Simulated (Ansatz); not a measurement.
**As in Ansatz: convergence with ecutrho ratio**

The system is As.

```xyz
1
Lattice="2.9795 -0.1006 0.3238 -0.1006 2.5830 0.2619 0.3238 0.2619 2.5486" Properties=species:S:1:pos:R:3 pbc="T T T"
As    1.6013    1.3721    1.5671
```

```yaml
Program: Ansatz 0.2.0
Task: convergence study
Functional: PBE
Potentials_or_basis: JTH PAW
Cutoff: 1350 eV
Density_cutoff: 5400 eV
k_mesh: 7 × 8 × 8
Occupations: fermi-dirac, width 0.05 eV
Spin: no spin polarisation
```

These are the settings of the first run; the series varies ecutrho ratio, with any setting tied to it.

Hardware: 2 threads of Arm Neoverse V2, on a shared host.

```tsv
ecutrho ratio	energy less the tightest run, at zero smearing (meV/atom)	SCF cycles	CPU time (s)	peak memory (GiB)
4	0.00	6	9.6	0.5
5	0.00	6	9.7	0.53
6	0.00	6	9.8	0.54
8	0.00	6	9.9	0.57
10	0.00	6	10	0.61
12	0.00	6	10	0.65
```

Against the tightest run, the energy stays within 1 meV/atom from 4 on. The tightest run that finished is the yardstick and may itself not be fully converged.
